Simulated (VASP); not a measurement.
# TaAs (I4_1md) in VASP: relaxation of cell and atoms with PBEsol

Aim: the relaxation of cell and atoms of TaAs with PBEsol.

All numbers are computed with VASP 6.6.1; they aren't measurements. Logs are shortened: lines on timing, memory, paths and dates and some standing lists are left out, and cuts for length are marked.

## Step 1: Starting point

Symmetry: I4_1md, No. 109, tetragonal system. The conventional cell has a = 3.444 Å, b = 3.444 Å, c = 11.736 Å, α = 90.00°, β = 90.00°, γ = 90.00°. Ta (site symmetry 2mm) is surrounded by 6 As at 2.61 to 2.62 Å. As (site symmetry 2mm) is surrounded by 6 Ta at 2.61 to 2.62 Å.

The cell is a database's computed one.

## Step 2: Relaxation of cell and atoms, PBEsol

Input file INCAR:

```
SYSTEM = TaAs
PREC = Accurate
ENCUT = 600
EDIFF = 1E-6
ISMEAR = -1
SIGMA = 0.05
LREAL = .False.
LASPH = .True.
NELM = 100
ALGO = Fast
ISIF = 3
LWAVE = .False.
LCHARG = .False.
GGA = PS
IBRION = 2
NSW = 60
EDIFFG = -0.01
KPAR = 2
```

Input file KPOINTS:

```
Automatic mesh
0
Gamma
  10 10 10
  0 0 0
```

Input file POSCAR:

```
TaAs
1.0
   -1.7218133622      1.7218133622      5.8679415361
    1.7218133622     -1.7218133622      5.8679415361
    1.7218133622      1.7218133622     -5.8679415361
Ta As
2 2
Direct
    0.4999673000      0.4999673000      0.0000000000
    0.2499673000      0.7499673000      0.5000000000
    0.0826321200      0.0826321200      0.0000000000
    0.8326321200      0.3326321200      0.5000000000
```

Potentials or basis: VASP PAW PBE potentials, release 64 (Ta_pv, As).

Launch:

```
cat potpaw_PBE.64/Ta_pv/POTCAR potpaw_PBE.64/As/POTCAR > POTCAR
mpirun -np 2 vasp_std > vasp.out
```

OUTCAR:

```text
SYSTEM = TaAs
   PREC = Accurate
   ENCUT = 600
   EDIFF = 1E-6
   ISMEAR = -1
   LREAL = .False.
   LASPH = .True.
   NELM = 100
   ISIF = 3
   GGA = PS
   IBRION = 2
   NSW = 60
   EDIFFG = -0.01

 ion  position               nearest neighbor table
   1  0.500  0.500  0.000-   4 2.61   4 2.61   3 2.62   3 2.62   3 2.62   3 2.62   2 3.40   2 3.40
                             2 3.40   2 3.40
   2  0.250  0.750  0.500-   3 2.61   3 2.61   4 2.62   4 2.62   4 2.62   4 2.62   1 3.40   1 3.40
                             1 3.40   1 3.40
   3  0.083  0.083  0.000-   2 2.61   2 2.61   1 2.62   1 2.62   1 2.62   1 2.62
   4  0.833  0.333  0.500-   1 2.61   1 2.61   2 2.62   2 2.62   2 2.62   2 2.62

  LATTYP: Found a body centered tetragonal cell.
 ALAT       =     3.4436267244
 C/A-ratio  =     3.4080009279

  Lattice vectors:

 A1 = (  -1.7218133622,   1.7218133622,   5.8679415361)
 A2 = (   1.7218133622,  -1.7218133622,   5.8679415361)
 A3 = (   1.7218133622,   1.7218133622,  -5.8679415361)

Analysis of symmetry for initial positions (statically):
=====================================================================
 Subroutine PRICEL returns:
 Original cell was already a primitive cell.

 Routine SETGRP: Setting up the symmetry group for a
 body centered tetragonal supercell.

 Subroutine GETGRP returns: Found  8 space group operations
 (whereof  4 operations were pure point group operations)
 out of a pool of 16 trial point group operations.

The static configuration has the point symmetry C_2v.
 The point group associated with its full space group is C_4v.

Analysis of symmetry for dynamics (positions and initial velocities):
=====================================================================
 Subroutine PRICEL returns:
 Original cell was already a primitive cell.

 Routine SETGRP: Setting up the symmetry group for a
 body centered tetragonal supercell.

 Subroutine GETGRP returns: Found  8 space group operations
 (whereof  4 operations were pure point group operations)
 out of a pool of 16 trial point group operations.

The dynamic configuration has the point symmetry C_2v.
 The point group associated with its full space group is C_4v.

 Subroutine INISYM returns: Found  8 space group operations
 (whereof  4 operations are pure point group operations),
 and found     1 'primitive' translations

----------------------------------------------------------------------------------------

                                     Primitive cell

  volume of cell :      69.5854

  direct lattice vectors                    reciprocal lattice vectors
    -1.721813362  1.721813362  5.867941536     0.000000000  0.290391520  0.085208756
     1.721813362 -1.721813362  5.867941536     0.290391520  0.000000000  0.085208756
     1.721813362  1.721813362 -5.867941536     0.290391520  0.290391520  0.000000000

  length of vectors
     6.353111079  6.353111079  6.353111079     0.302634709  0.302634709  0.410675626

  position of ions in fractional coordinates (direct lattice)
     0.499967300  0.499967300  0.000000000
     0.249967300  0.749967300  0.500000000
     0.082632120  0.082632120  0.000000000
     0.832632120  0.332632120  0.500000000

  ion indices of the primitive-cell ions
   primitive index   ion index
                 1           1
                 2           2
                 3           3
                 4           4

----------------------------------------------------------------------------------------

 KPOINTS: Automatic mesh

Automatic generation of k-mesh.
 Grid dimensions read from file:
 generate k-points for:   10   10   10

 Generating k-lattice:

  Cartesian coordinates                     Fractional coordinates (reciprocal lattice)
     0.000000000  0.029039152  0.008520876     0.100000000  0.000000000  0.000000000
     0.029039152  0.000000000  0.008520876     0.000000000  0.100000000  0.000000000
     0.029039152  0.029039152  0.000000000     0.000000000  0.000000000  0.100000000

  Length of vectors
     0.030263471  0.030263471  0.041067563

  Shift w.r.t. Gamma in fractional coordinates (k-lattice)
     0.000000000  0.000000000  0.000000000

 Subroutine IBZKPT returns following result:
 ===========================================

 Found    102 irreducible k-points:

 Following reciprocal coordinates:
            Coordinates               Weight
  0.000000  0.000000  0.000000      1.000000
  0.100000  0.000000  0.000000      8.000000
  0.200000  0.000000  0.000000      8.000000
  0.300000  0.000000 -0.000000      8.000000
  0.400000  0.000000  0.000000      8.000000
  0.500000  0.000000  0.000000      4.000000
[... 16 lines left out ...]
  0.300000  0.300000 -0.000000      8.000000
  0.400000  0.300000  0.000000     16.000000
 [... further k-points ...]
   k-points           NKPTS =    102   k-points in BZ     NKDIM =    102   number of bands    NBANDS=     20
   number of dos      NEDOS =    301   number of ions     NIONS =      4
   total plane-waves  NPLWV = 157464
   dimension x,y,z NGX =    54 NGY =   54 NGZ =   54
   dimension x,y,z NGXF=   108 NGYF=  108 NGZF=  108
   ions per type =               2   2
   NGX,Y,Z   is equivalent  to a cutoff of  14.13, 14.13, 14.13 a.u.
   NGXF,Y,Z  is equivalent  to a cutoff of  28.26, 28.26, 28.26 a.u.
 SYSTEM =  TaAs
   PREC   = accura    normal or accurate (medium, high low for compatibility)
   ISTART =      0    job   : 0-new  1-cont  2-samecut
   ICHARG =      2    charge: 1-file 2-atom 10-const
   ISPIN  =      1    spin polarized calculation?
   LNONCOLLINEAR =      F non collinear calculations
   LSORBIT =      F    spin-orbit coupling
   LASPH  =      T    aspherical Exc in radial PAW
   ENCUT  =  600.0 eV  44.10 Ry    6.64 a.u.  12.69 12.69 12.69*2*pi/ulx,y,z
   NELM   =    100;   NELMIN=  2; NELMDL= -5     # of ELM steps
   EDIFF  = 0.1E-05   stopping-criterion for ELM
   LREAL  =      F    real-space projection
   EDIFFG = -.1E-01   stopping-criterion for IOM
   NSW    =     60    number of steps for IOM
   IBRION =      2    ionic relax: 0-MD 1-quasi-New 2-CG
   NFREE  =      1    steps in history (QN), initial steepest desc. (CG)
   ISIF   =      3    stress and relaxation
   ISYM   =      2    0-nonsym 1-usesym 2-fastsym
   POTIM  = 0.5000    time-step for ionic-motion
   TEBEG  =    0.0;   TEEND  =   0.0 temperature during run
   PSTRESS=    0.0 pullay stress
   NELECT =      32.0000    total number of electrons
   NUPDOWN=      -1.0000    fix difference up-down
   EMIN   =  10.00;   EMAX   =-10.00  energy-range for DOS
   EFERMI =   0.00;   METHOD = LEGACY
   ISMEAR =    -1;   SIGMA  =   0.05  broadening in eV -4-tet -1-fermi 0-gaus
   EFERMI_NEDOS =   21; number of points for ismear=-14 and -15
   IALGO  =     68    algorithm
   IMIX   =      4    mixing-type and parameters
     AMIX     =   0.40;   BMIX     =  1.00
     AMIX_MAG =   1.60;   BMIX_MAG =  1.00
  volume/ion in A,a.u.               =      17.40       117.40
  Fermi-wavevector in a.u.,A,eV,Ry     =   1.263627  2.387909 21.725142  1.596753
  Thomas-Fermi vector in A             =   2.396974
   LORBIT       =      0    0 simple, 1 ext, 2 COOP (PROOUT), +10 PAW based schemes
   GGA     = PS    functional components
   LHFCALC =     F    Hartree Fock is set to
   AEXX    =    0.0000 exact exchange contribution
   IVDW    =     0    specifies the selected vdW correction
   LEPSILON=     F    determine dielectric tensor
   LRPA    =     F    only Hartree local field effects (RPA)
 conjugate gradient relaxation of ions
 non-spin polarized calculation
 RMM-DIIS sequential band-by-band and
  energy-cutoff  :      600.00
  volume of cell :       69.59
 maximum number of plane-waves:      2346
 NGX is ok and might be reduce to    54
   NGX = 25   NGY = 25   NGZ = 25

--------------------------------------- Ionic step        1  -------------------------------------------

 number of electron      32.0000000 magnetization

 Free energy of the ion-electron system (eV)
  ---------------------------------------------------
  ext. energy  EPLUGINS =         0.00000000
  ---------------------------------------------------
  free energy    TOTEN  =       -37.71400718 eV

  energy without entropy =      -37.70947978  energy(sigma->0) =      -37.71174348

------------------------ aborting loop because EDIFF is reached ----------------------------------------

  FORCE on cell =-STRESS in cart. coord.  units (eV):
  Direction    XX          YY          ZZ          XY          YZ          ZX
  --------------------------------------------------------------------------------------
  -------------------------------------------------------------------------------------
  Total       -1.3019996     -1.3019996     -1.5666754      0.0000000      0.0000000      0.0000000
  in kB      -29.9780599    -29.9780599    -36.0721217      0.0000000      0.0000000      0.0000000
  external PRESSURE =     -32.0094138 kB  Pullay stress =       0.0000000 kB
[... 95 lines left out ...]
  FREE ENERGIE OF THE ION-ELECTRON SYSTEM (eV)
  ---------------------------------------------------
  free  energy   TOTEN  =       -37.7264537766 eV

  energy  without entropy=      -37.7219114208  energy(sigma->0) =      -37.72418260

[... ionic steps 4 to 7 ...]

--------------------------------------- Ionic step        8  -------------------------------------------

 number of electron      32.0000000 magnetization

------------------------ aborting loop because EDIFF is reached ----------------------------------------

  FORCE on cell =-STRESS in cart. coord.  units (eV):
  Direction    XX          YY          ZZ          XY          YZ          ZX
  --------------------------------------------------------------------------------------
  -------------------------------------------------------------------------------------
  Total       -0.0456584     -0.0456584      0.0039329      0.0000000      0.0000000      0.0000000
  in kB       -1.0700104     -1.0700104      0.0921684      0.0000000      0.0000000      0.0000000
  external PRESSURE =      -0.6826175 kB  Pullay stress =       0.0000000 kB
[... 61 lines left out ...]
  energy  without entropy=      -37.7228431963  energy(sigma->0) =      -37.72520834

--------------------------------------- Ionic step       10  -------------------------------------------

 number of electron      32.0000000 magnetization

 Free energy of the ion-electron system (eV)
  ---------------------------------------------------
  ext. energy  EPLUGINS =         0.00000000
  ---------------------------------------------------
  free energy    TOTEN  =       -37.72759477 eV

  energy without entropy =      -37.72285982  energy(sigma->0) =      -37.72522730

 E-fermi :   6.9730     XC(G=0): -12.1024

 val. band max:        6.9102604040   @ k =  -0.2000   0.5000   0.2000
 cond. band min:       6.9730786308   @ k =  -0.1000   0.5000   0.1000
 fundamental gap:      0.0628182268
 Fermi energy:         6.9729619265

 k-point     1 :       0.0000    0.0000    0.0000
  band No.  band energies     occupation
      1     -27.8981      2.00000
      2     -27.8498      2.00000
      3     -27.8498      2.00000
      4     -27.6933      2.00000
      5     -27.6933      2.00000
      6     -27.6347      2.00000
[... 12 lines left out ...]
     19       9.4039      0.00000
[... 513 lines left out ...]
      4     -27.7892      2.00000
      5     -27.7372      2.00000
      6     -27.6894      2.00000
[... 12 lines left out ...]
     19       9.7837      0.00000
     20       9.9226      0.00000

 [... further k-points ...]
[... 5 lines left out ...]
  --------------------------------------------------------------------------------------
  -------------------------------------------------------------------------------------
  Total        0.0377088      0.0377088      0.0294368      0.0000000      0.0000000      0.0000000
  in kB        0.8843240      0.8843240      0.6903347      0.0000000      0.0000000      0.0000000
  external PRESSURE =       0.8196609 kB  Pullay stress =       0.0000000 kB
[... 19 lines left out ...]
  FREE ENERGIE OF THE ION-ELECTRON SYSTEM (eV)
  ---------------------------------------------------
  free  energy   TOTEN  =       -37.7275947743 eV

  energy  without entropy=      -37.7228598158  energy(sigma->0) =      -37.72522730

 reached required accuracy - stopping structural energy minimisation
```

It took 18 min on 2 MPI ranks of Intel Xeon 6975P-C (Granite Rapids), shared host; peak memory 0.53 GiB.

Results:

```yaml
Free_energy: -37.7276 eV
Relaxed_volume: 17.08 Å³/atom
Relaxed_cell: a = 6.288 Å, b = 6.288 Å, c = 6.288 Å, α = 148.33°, β = 148.33°, γ = 45.40°
Space_group_after_relaxing_to_0.05_Å: I4_1md (No. 109)
Energy_gained_by_relaxing: 3.4 meV/atom
Ionic_steps: 10
Pressure_after_relaxing: 0.1 GPa
Largest_force_after_relaxing: 0.006 eV/Å
Band_gap_on_the_k_mesh: 0.01 eV, indirect (least direct gap 0.02 eV)
```

Forces on the atoms (eV/Å):
```
Ta   0.000  0.000  0.006
Ta   0.000  0.000  0.006
As   0.000  0.000 -0.006
As   0.000  0.000 -0.006
```

The path:
| step | energy change (eV) | largest force (eV/Å) | pressure (GPa) | volume (Å³) |
| --- | --- | --- | --- | --- |
| 1 | 0.0000 | 0.0245 | -3.20 | 69.59 |
| 2 | 0.0336 | 0.0490 | 6.96 | 66.14 |
| 3 | -0.0124 | 0.0320 | 0.11 | 68.38 |
| 4 | -0.0124 | 0.0319 | -0.04 | 68.40 |
| 5 | -0.0133 | 0.0294 | -0.06 | 68.38 |
| 6 | -0.0133 | 0.0266 | -0.09 | 68.35 |
| 7 | -0.0135 | 0.0287 | -0.07 | 68.36 |
| 8 | -0.0135 | 0.0293 | -0.07 | 68.37 |
| 9 | -0.0136 | 0.0100 | 0.12 | 68.29 |
| 10 | -0.0136 | 0.0056 | 0.08 | 68.32 |

Final structure:
```xyz
4
Lattice="-1.7159 1.7159 5.8010 1.7159 -1.7159 5.8010 1.7159 1.7159 -5.8010" Properties=species:S:1:pos:R:3 pbc="T T T"
Ta    0.0000    0.0000    5.8042
Ta    1.7159    0.0000    2.9037
As    0.0000    0.0000    0.9551
As    0.0000    1.7159    3.8556
```

Levels at points of the mesh, in eV from the valence-band top:
```tsv
k point	band 13	band 14	band 15	band 16	band 17	band 18	band 19	band 20
(0.00, 0.00, 0.00)	-2.38	-1.94	-1.62	-1.62	0.92	1.62	2.43	3.17
(0.50, 0.00, 0.00)	-2.47	-2.29	-1.57	-0.20	0.14	1.43	2.34	2.51
(0.50, 0.50, 0.00)	-3.18	-3.18	-1.13	-1.13	2.86	2.86	3.16	3.16
(0.50, 0.50, 0.50)	-2.86	-2.86	-0.90	-0.90	1.25	1.25	2.39	2.39
```

Caveat: the PAW data sets were made with another functional, which shifts forces and pressure a little; spin-orbit coupling is left out, which moves the levels of the heavy elements.
